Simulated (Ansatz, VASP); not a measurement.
# WS2 (Tungstenite): VASP beside Ansatz

```
CELL_PARAMETERS angstrom
3.18000 0.00000 0.00000
-1.59000 2.75396 0.00000
0.00000 0.00000 12.50000
ATOMIC_POSITIONS crystal
W 0.66667 0.33333 0.75000
W 0.33333 0.66667 0.25000
S 0.66667 0.33333 0.37500
S 0.33333 0.66667 0.87500
S 0.66667 0.33333 0.12500
S 0.33333 0.66667 0.62500
```

Alike in both runs: functional BLYP; k mesh 10 × 10 × 3; occupations fermi-dirac, width 0.05 eV; no spin polarisation.

|  | VASP | Ansatz |
| --- | --- | --- |
| version | VASP 6.6.1 | Ansatz 0.2.0 |
| potentials or method | VASP PAW PBE potentials, release 64 (W_sv, S) | Ansatz PAW |
| plane-wave cutoff (eV) | 520 | 420 |
| valence electrons in the cell | 52 | 52 |
| task | single point | band structure |

Ansatz gave:

```
gap on the k mesh at the Fermi level (eV)       : 1.13
least direct gap on the mesh (eV)               : 2.08
pressure (GPa)                                  : 9.5
largest component of the traceless stress (GPa) : 0.50
rms of the force components (eV/Å)              : 0.248
```

Problem. Estimate VASP's values.

Solution. gap on the k mesh at the Fermi level (eV): 1.14; least direct gap on the mesh (eV): 2.09; pressure (GPa): 9.8; largest component of the traceless stress (GPa): 0.52; rms of the force components (eV/Å): 0.268.

Atom by atom the forces differ by 0.019 eV/Å (rms over components).

Caveats: spin-orbit coupling is left out, which moves the levels of the heavy elements; this functional lacks dispersion, which binds the layers, so the pressure and a relaxed spacing across them are unreliable; the PAW data sets were made with another functional, which shifts forces and pressure a little (VASP); an odd mesh through Γ misses points on the zone boundary, where band edges often lie (VASP); the k mesh misses the band edges, so the gap on the mesh is wider than the one along the path (Ansatz); the PAW data sets come from PBE, with cores solved anew for the run's functional, which leaves a small shift of forces and pressure (Ansatz). A hybrid or GW would open this gap; BLYP tends to underestimate it.
